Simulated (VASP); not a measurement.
A run of VASP 6.6.1:

The input INCAR:

```
PREC = Accurate ; ENCUT = 600
EDIFF = 1E-7 ; ISMEAR = 1
SIGMA = 0.1 ; LREAL = F
LASPH = T ; NELM = 80
ALGO = Normal ; ISIF = 4
LWAVE = F ; LCHARG = F
IBRION = 2 ; NSW = 40
EDIFFG = -0.01 ; KPAR = 2
```

KPOINTS

```
regular mesh
0
Gamma
  12 12 8
```

Contents of POSCAR:

```
SiNi                                    
1.0
    2.9312261583      0.0000000000      0.0000000000
    0.0000000000      3.2492151981      0.0000000000
    0.0000000000      0.0000000000      4.6350899983
  Si              Ni            
     2     2
Direct
     0.0000000000000000    0.0000000000000000    0.1587270807160461
     0.5000000000000000    0.5000000000000000    0.8412729192839540
     0.0000000000000000    0.0000000000000000    0.6568887764149902
     0.5000000000000000    0.5000000000000000    0.3431112235850099
```

Potentials or basis: VASP PAW LDA potentials, release 64 (Si, Ni).

Run with:

```bash
$ cat potpaw_LDA.64/Si/POTCAR potpaw_LDA.64/Ni/POTCAR > POTCAR
$ mpirun -np 2 vasp_std > vasp.out
```

Hardware: 2 MPI ranks on Intel(R) Xeon(R) Platinum 8259CL CPU @ 2.50GHz (Skylake/Cascade Lake), on a shared host.

Question: Estimate the wall time of this run.

Answer: Wall time 83 s on 2 MPI ranks on Intel(R) Xeon(R) Platinum 8259CL CPU @ 2.50GHz (Skylake/Cascade Lake), with other jobs on the host, peak memory 0.31 GiB a rank. Counts: scf iterations 15, k points 245, ion steps 1.
